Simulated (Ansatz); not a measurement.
Runs of Ansatz 0.2.0 on CuO. The typed cell holds 4 atoms: a = 2.880 Å, b = 2.880 Å, c = 5.176 Å, α = 89.81°, β = 89.81°, γ = 89.22°. The cell comes from a database or a generator and needn't be the stable form of this composition.

```csv
level,U,hubbard projectors,double counting,gap on the mesh (eV),pressure (GPa),relaxed volume (Å³/atom)
PBEsol,-,-,-,none,0.0,(a)
PBEsol+U,Cu d U = 4 eV,ortho-atomic (the default),fll (the default),none,0.0,10.80
PBEsol+U,Cu d U = 1 eV,ortho-atomic (the default),fll (the default),none,0.0,(b)
PBEsol+U,Cu d U = 2 eV,ortho-atomic (the default),fll (the default),none,0.0,10.73
PBEsol+U,Cu d U = 3 eV,ortho-atomic (the default),fll (the default),none,0.0,10.76
```

Alike in all rows: task relaxation of cell and atoms; potentials or basis Ansatz PAW; no spin polarisation; cell relaxed; k mesh 9 × 9 × 5; cutoff (eV) 420; smearing fermi-dirac 0.05 eV.

Question: Fill in the values left out.

Answer: (a) 10.67; (b) 10.69.

Caveats: the plane-wave basis is chosen anew once the cell has moved, so the energies of steps on either side of that aren't comparable; the run has no spin polarisation, though such a crystal can be magnetic; the PAW data sets come from PBE, with cores solved anew for the run's functional, which leaves a small shift of forces and pressure; U without spin polarisation on a metal has little footing (some runs); semilocal functionals often make such compounds metallic where correlation or magnetic order opens a gap, which also shifts bond lengths (some runs).

A gap of «none» marks a metal or a gap under the smearing width.
